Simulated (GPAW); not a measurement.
Runs of GPAW 26.7.0 on Cl. Symmetry: Cmce, No. 64, orthorhombic system. Conventional cell: a = 6.290 Å, b = 4.500 Å, c = 8.210 Å, α = 90.00°, β = 90.00°, γ = 90.00°. Cl (site symmetry m) is surrounded by 1 Cl at 2.02 Å. 

| task | level | potentials or basis | cell | k mesh | band path | band points | gap on the mesh (eV) | pressure (GPa) | largest force (eV/Å) |
| --- | --- | --- | --- | --- | --- | --- | --- | --- | --- |
| single point | PBE | GPAW PAW data sets (gpaw-data 1.2.1), pw | atoms moved at random, drawn with an rms of 0.05 Å | 7 × 7 × 4 | - | - | 2.62 | 1.6 | 0.80 |
| band structure | PBEsol | PAW data sets generated in the run's folder for this functional, pw | as given | 5 × 5 × 3 | GXSRAZGYX1A1TY,ZT | 60 | 2.43 | (b) | (a) |
| band structure | PBE | PAW data sets generated in the run's folder for this functional, pw | as given | 5 × 5 × 3 | GXSRAZGYX1A1TY,ZT | 80 | 2.49 | 0.7 | 0.14 |
| single point | PBE | GPAW PAW data sets (gpaw-data 1.2.1), pw | as given | 7 × 7 × 4 | - | - | 2.49 | 0.7 | 0.14 |
| band structure | TASK | GPAW PAW data sets (gpaw-data 1.2.1), pw | as given | 5 × 5 × 3 | GXSRAZGYX1A1TY,ZT | 80 | 3.26 | 5.2 | 0.34 |

Alike in all rows: no spin polarisation; cutoff (eV) 600; smearing fermi-dirac 0.05 eV.

Q: Fill in the values left out.

A: (a) 0.12; (b) -0.9.

Caveats: an odd mesh through Γ misses points on the zone boundary, where band edges often lie (some runs); the PAW data sets were made with another functional, which shifts forces and pressure a little (some runs).
